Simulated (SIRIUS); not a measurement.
Wanted: the native input for a SIRIUS 7.10.0 run.

* Task: single point
* Functional: PBE
* Potentials or basis: PseudoDojo 0.4.1 PBE standard (scalar relativistic)
* Cutoff: 1030 eV
* Density cutoff: 4119 eV
* k mesh: 8 × 8 × 8
* Occupations: fermi-dirac, width 0.05 eV
* Spin: no spin polarisation
* Libxc names: ["XC_GGA_X_PBE", "XC_GGA_C_PBE"]
* Energy tol: 1e-08 Ha
* Density tol: 1e-06
* Mixer: anderson
* Mixing beta: 0.7
* Max scf: 100
* Radial cutoff for the potentials' integrals: 6.5 bohr

Crystal: Si2W.

```
CELL_PARAMETERS angstrom
-1.60690 1.60690 3.91495
1.60690 -1.60690 3.91495
1.60690 1.60690 -3.91495
ATOMIC_POSITIONS crystal
W 0.00000 0.00000 0.00000
Si 0.66530 0.66530 0.00000
Si 0.33470 0.33470 0.00000
```

These files were run (other wordings do the same):

sirius.json

```json
{
  "control": {
    "processing_unit": "cpu",
    "verbosity": 2,
    "num_bands_to_print": 19,
    "print_forces": true,
    "print_stress": true
  },
  "parameters": {
    "electronic_structure_method": "pseudopotential",
    "xc_functionals": ["XC_GGA_X_PBE", "XC_GGA_C_PBE"],
    "gk_cutoff": 8.7,
    "pw_cutoff": 17.4,
    "ngridk": [8, 8, 8],
    "shiftk": [0, 0, 0],
    "smearing": "fermi_dirac",
    "smearing_width": 0.0018374661,
    "num_bands": 19,
    "num_mag_dims": 0,
    "num_dft_iter": 100,
    "energy_tol": 1e-08,
    "density_tol": 1e-06
  },
  "iterative_solver": {
    "type": "davidson",
    "min_tolerance": 1e-09,
    "tolerance_scale": [0.1, 0.25]
  },
  "mixer": {
    "type": "anderson",
    "beta": 0.7,
    "max_history": 8
  },
  "settings": {
    "tol_ne": 1e-10,
    "pseudo_grid_cutoff": 6.5
  },
  "unit_cell": {
    "lattice_vectors": [
      [-3.036600909661, 3.036600909661, 7.398183291604],
      [3.036600909661, -3.036600909661, 7.398183291604],
      [3.036600909661, 3.036600909661, -7.398183291604]
    ],
    "atom_coordinate_units": "lattice",
    "atom_types": ["W", "Si"],
    "atom_files": {
      "Si": "Si.json",
      "W": "W.json"
    },
    "atoms": {
      "W": [
        [0.0, 0.0, 0.0]
      ],
      "Si": [
        [0.6653, 0.6653, 0.0],
        [0.3347, 0.3347, 0.0]
      ]
    }
  }
}
```

Potentials or basis: PseudoDojo 0.4.1 PBE standard (scalar relativistic).

The run is started by

```console
$ upf_to_json Si.upf
$ upf_to_json W.upf
$ OMP_NUM_THREADS=1 sirius.scf --input=sirius.json --output=out.json --task=0
```

Results of the run:

```json
{
 "Pressure": "3.3 GPa",
 "Largest force": "0.029 eV/Å",
 "Band gap on the k mesh": "none (metal or under the smearing width)"
}
```

It took 120 s on 1 thread of Arm Neoverse V2, on a shared host, peak memory 0.61 GiB.
